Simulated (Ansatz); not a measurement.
Consider the formal exchange of groups at a C–Al bond: `[CH3][AlH][SiH2]F` + acetic acid → `CCC(=O)O` + `F[SiH2][AlH2]`.

Computed with Ansatz on PBE0-D4/def2-TZVP structures; ΔE is electronic, products minus reactants. CCSD(T)/CBS is the MP2 limit (def2-TZVPP, def2-QZVPP) plus CCSD(T) − MP2 in def2-TZVPP, frozen cores. One conformer a species, not always the lowest.

`[CH3][AlH][SiH2]F`:

Z-matrix (Å, degrees):
```
C
Al 1 1.950
H 1 1.095 2 110.6
H 1 1.096 2 110.3 3 -117.0
H 1 1.092 2 113.2 3 121.7
Si 2 2.472 1 120.6 3 56.0
H 2 1.593 1 122.0 3 -124.1
F 6 1.616 2 110.8 1 -0.3
H 6 1.494 2 113.1 1 -120.1
H 6 1.493 2 113.1 1 119.4
```

`CC(=O)O`:

```xyz
8

C    -0.139   -0.928   -0.205
C     0.324    0.424    0.236
O     1.343    0.663    0.822
O    -0.554    1.385   -0.107
H    -1.107   -1.151    0.245
H    -0.275   -0.936   -1.288
H     0.592   -1.677    0.086
H    -0.184    2.220    0.211
```

`CCC(=O)O`:

Cartesian coordinates in Å:
```
C 1.052 -0.806 -0.656
C 0.300 -0.164 0.491
C -0.890 0.632 0.040
O -1.254 0.777 -1.094
O -1.535 1.191 1.081
H 1.418 -0.052 -1.354
H 0.406 -1.483 -1.217
H 1.905 -1.374 -0.282
H -0.061 -0.909 1.208
H 0.940 0.508 1.071
H -2.282 1.682 0.711
```

`F[SiH2][AlH2]`:

Z-matrix (Å, degrees):
```
Si
Al 1 2.468
F 1 1.613 2 111.5
H 1 1.492 2 112.3 3 -120.0
H 1 1.492 2 112.2 3 120.0
H 2 1.589 1 118.2 3 179.8
H 2 1.587 1 121.9 3 -0.2
```

```csv
species,CCSD(T)/CBS(def2) energy (Eh)
`[CH3][AlH][SiH2]F`,-672.59664
`CC(=O)O`,-228.87529
`CCC(=O)O`,-268.13670
`F[SiH2][AlH2]`,-633.31837
```

Question: Work out ΔE.

Answer: ΔE = (-268.13670) + (-633.31837) − (-672.59664) − (-228.87529) = 0.01686 Eh = +44.3 kJ/mol.

Largest T1 diagnostic among the species: 0.015.

From BLYP to BHLYP (50 % exact exchange), in def2-TZVPP and without D4, ΔE moves by −7.0 kJ/mol. In def2-TZVPP, CCSD(T) changes the Hartree–Fock value by +5.8 kJ/mol (the triples alone add +0.9 kJ/mol) and MP2 by +8.6 kJ/mol.
